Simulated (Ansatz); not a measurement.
# MgO: the band gap up the ladder of functionals

The task here is to estimate one member of a computed series from the others.

Program: Ansatz 0.2.0. PAW datasets, plane waves. Spin-unpolarised throughout. Whether this structure exists isn't addressed.

## The system as given

The cell was relaxed beforehand with r2SCAN.

Space group F-43m (No. 216), cubic; a = 4.564 Å in the conventional setting, 11.88 Å³ an atom. Mg has 4 O at 1.98 Å; O has 4 Mg at 1.98 Å.

As a file:

```cif
data_structure
_symmetry_space_group_name_H-M 'F-43m'
_symmetry_Int_Tables_number 216
_cell_length_a 4.5640
_cell_length_b 4.5640
_cell_length_c 4.5640
_cell_angle_alpha 90.000
_cell_angle_beta 90.000
_cell_angle_gamma 90.000
_cell_volume 95.07
loop_
_atom_site_label
_atom_site_type_symbol
_atom_site_symmetry_multiplicity
_atom_site_Wyckoff_symbol
_atom_site_fract_x
_atom_site_fract_y
_atom_site_fract_z
_atom_site_occupancy
Mg1 Mg 4 a 0.00000 0.00000 0.00000 1
O1 O 4 d 0.25000 0.25000 0.75000 1
```

The first run:

Contents of input.yaml:

```yaml
crystal:
  lattice:
    - [0.0, 2.2820056617, 2.2820056617]
    - [2.2820056617, 0.0, 2.2820056617]
    - [2.2820056617, 2.2820056617, 0.0]
  atoms:
    - { symbol: Mg, position: [0.0, 0.0, 0.0] }
    - { symbol: O, position: [0.25, 0.25, 0.25] }
kpoints:
  mp_grid: { grid: [10, 10, 10] }
  band_path:
    path:
      - [[0.0, 0.0, 0.0], [-0.5, -0.5, 0.0], [-0.375, -0.375, 0.25]]
      - [[-0.375, 0.0, 0.375], [0.0, 0.0, 0.0], [0.0, 0.0, 0.5], [-0.5, -0.25, 0.25], [-0.5, -0.5, 0.0]]
    npoints: 10
hamiltonian:
  xc: pbe
scf:
  occupations: { method: fermi_dirac, width: 0.02 }
  n_extra_bands: 4
output:
  forces: true
  stress: true
  eigenvalues: true
```

Steps of the session up to this table: PBE band path; r2SCAN at the same geometry; Single point with HSE06; PBE0; LDA at the same geometry; Quasiparticle levels, G0W0@PBE; Single point with DDH-PBE0; Hartree-Fock; Single point with r2SCAN0.

One of the session's tables, all rows but one given; the rest of the session is left out.

```
                     level  gap (eV)
                       PBE      3.66
                    r2SCAN      4.34
                     HSE06      5.27
                      PBE0      5.98
                       LDA         ?
 G0W0@PBE (70 empty bands)      5.65
G0W0@PBE (176 empty bands)      5.87
                  DDH-PBE0      6.73
              Hartree-Fock     13.76
                   r2SCAN0      6.42
```

**Question.** Estimate the row for LDA.

**Answer.** gap (eV): 3.55. In the column «gap (eV)» it is the lowest.

Meshes: PBE 10×10×10, r2SCAN 10×10×10, HSE06 6×6×6, PBE0 6×6×6, LDA 10×10×10, DDH-PBE0 6×6×6, Hartree-Fock 6×6×6, r2SCAN0 6×6×6

Against G0W0@PBE, PBE is short by 2.21 eV, at 62 % of it, and r2SCAN 74 %. PBE0 lies 0.71 eV above HSE06, which differs from it by screening the long-range exchange. Hartree-Fock lies above G0W0@PBE by 7.9 eV. No extrapolation in bands, cutoff or mesh was made for G0W0.

To keep in mind: Warnings in the runs' records: stress scf threshold loose, stress exchange threshold loose.
